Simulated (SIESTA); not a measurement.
The system is TePb.

```
Pb Te
1.0
     4.00229    0.00000    0.00000
     0.00000    4.00229    0.00000
     0.00000    0.00000    4.00229
Pb Te
1 1
Direct
  0.00000 0.00000 0.00000
  0.50000 0.50000 0.50000
```

Measurements of this composition are mostly on another form, of space group No. 225.

```yaml
Program: SIESTA 5.4.2
Task: single point
Functional: PBE
Potentials_or_basis: PseudoDojo 0.4 standard (PBE files)
Basis: DZP (energy shift 0.002 Ry)
Grid_cutoff: 500 Ry
Energy_shift: 0.002 Ry
k_mesh: 7 × 7 × 7
Occupations: fermi-dirac, width 0.05 eV
Spin: no spin polarisation
```

On this cell: pressure 0.7 GPa; largest force zero by symmetry; band gap on the k mesh none (metal or under the smearing width).

The same run follows on a disturbed copy (atoms moved at random, drawn with an rms of 0.05 Å):

```
Pb Te
1.0
     4.00229    0.00000    0.00000
     0.00000    4.00229    0.00000
     0.00000    0.00000    4.00229
Pb Te
1 1
Direct
  0.99039 0.00759 0.98972
  0.48334 0.49709 0.49934
```

Problem. What changes?

Solution. The energy (extrapolated to zero smearing) moves by -0.2 meV/atom; pressure 0.7 GPa; largest force 0.008 eV/Å; band gap on the k mesh none (metal or under the smearing width).

Forces on the atoms (eV/Å):
```
Pb   0.002  0.005 -0.005
Te  -0.002 -0.006  0.005
```

Caveats: semicore shells carry a single zeta, which can move pressures by several GPa and volumes by a few percent; the basis of atomic orbitals isn't converged, which shifts pressures, moduli and gaps.
